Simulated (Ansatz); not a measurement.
Something may be wrong with this Ansatz 0.2.0 calculation of Bi.

The input input.yaml:

```yaml
crystal:
  lattice:
    - [3.488598, -3.132578, 0.0]
    - [3.488598, 3.132578, 0.0]
    - [-1.260235, 0.0, 3.11355]
  atoms:
    - { symbol: Bi, position: [0.753061, 0.753061, 0.857382] }
    - { symbol: Bi, position: [0.246939, 0.246939, 0.142618] }
hamiltonian:
  xc: r2scan
  pseudopotentials: { kind: paw }
kpoints:
  mp_grid: { grid: [6, 6, 9] }
scf:
  occupations: { method: fermi_dirac, width: 0.05 }
  max_iter: 75
output:
  forces: true
  stress: true
  eigenvalues: true
relax:
  f_tol: 0.01
  max_steps: 2
  cell: { stress_tol: 0.05 }
```

Potentials or basis: Ansatz PAW.

The run is started by

```console
$ ansatz run input.yaml --threads 2 --pin off --max-ram 5632MiB --backend cpu --events-out ev --progress --plain --runs-dir out
```

Output:

```text
Warning: RAYON_NUM_THREADS=2 ignored (pool sized by the plan → 2); use --threads N
The last accepted step is kept in <dir> (removed where the run ends without a failure and the disk answers)
Engine: ansatz 0.2.0, aarch64-unknown-linux-gnu
Pseudopotentials: kind: paw
Pseudopotential: Bi, paw, valence charge 15, recommended cutoff 500 eV (meta_gga), Bi.paw.azcp
Functional definition: r2SCAN
[... 71 lines left out ...]
--- Forces (eV/Å), atoms counted from 1 ---
  atom   1  Bi     0.00956056     0.00000000    -0.00587858
  atom   2  Bi    -0.00956056    -0.00000000     0.00587858
  max |Σ_I F_I| component: 1.73e-18 eV/Å
--- Stress (GPa, compression-positive) ---
        0.772070       0.000000       0.225864
        0.000000       0.470320      -0.000000
        0.225864      -0.000000       0.701091
  P = ⅓ Tr σ = 0.6478 GPa (6.478 kbar)
--- Band table (eV; the first three rows and the last of 97) ---
  k-point 0: bands = ["-13.2675", "-13.2100", "-13.1521", "-13.1452", "-13.0420", "-13.0180", "-12.9979", "-12.9786", "-12.9402", "-12.8329", "-3.2918", "1.2298", "7.1805", "7.5260", "13.5696", "13.8394", "14.8115", "14.8963", "14.9084"]
  k-point 1: bands = ["-13.2614", "-13.1860", "-13.1407", "-13.1233", "-13.0497", "-13.0266", "-13.0079", "-12.9861", "-12.9423", "-12.8375", "-3.1084", "1.2763", "7.2982", "7.8110", "12.5472", "13.6938", "13.7513", "13.9918", "14.8450"]
  k-point 2: bands = ["-13.2458", "-13.1291", "-13.1268", "-13.0689", "-13.0657", "-13.0353", "-13.0332", "-12.9998", "-12.9480", "-12.8501", "-2.5743", "1.4064", "7.6359", "8.5446", "9.8962", "11.6807", "13.2855", "13.8716", "15.0834"]
  k-point 96: bands = ["-13.1548", "-13.1158", "-13.1120", "-13.0945", "-13.0789", "-13.0400", "-13.0064", "-12.9870", "-12.9091", "-12.8883", "-0.1166", "0.7445", "6.6168", "7.7774", "7.7988", "9.5841", "12.2242", "12.9221", "17.2738"]
End of that report.
this run last wrote the structure of step 2 to <dir>
Error: variable-cell relaxation did not converge after 2 steps: max|allowed force component| = 9.56e-3 eV/Å (threshold 1.0e-2), largest principal stress residual = 9.92e-1 GPa on the free part of the cell (threshold 5.0e-2). Raise `relax.max_steps` over both its present limit and 2, loosen the thresholds, or start from a cell closer to the target (`relax.cell.p_target` or `relax.cell.sigma_target`). Where this run's directory can be resumed (`checkpoint.write`), a resume goes on for up to `relax.max_steps` more
```

Question: What happened, and what is wrong with the input?

Answer: The run did not converge. The input holds a flaw that was put in on purpose: too few relaxation steps.

A sound run on the same cell differs in these lines of the main input:
```diff
@@ -16 +15,0 @@
-  max_iter: 75
@@ -23 +22 @@
-  max_steps: 2
+  max_steps: 40
```
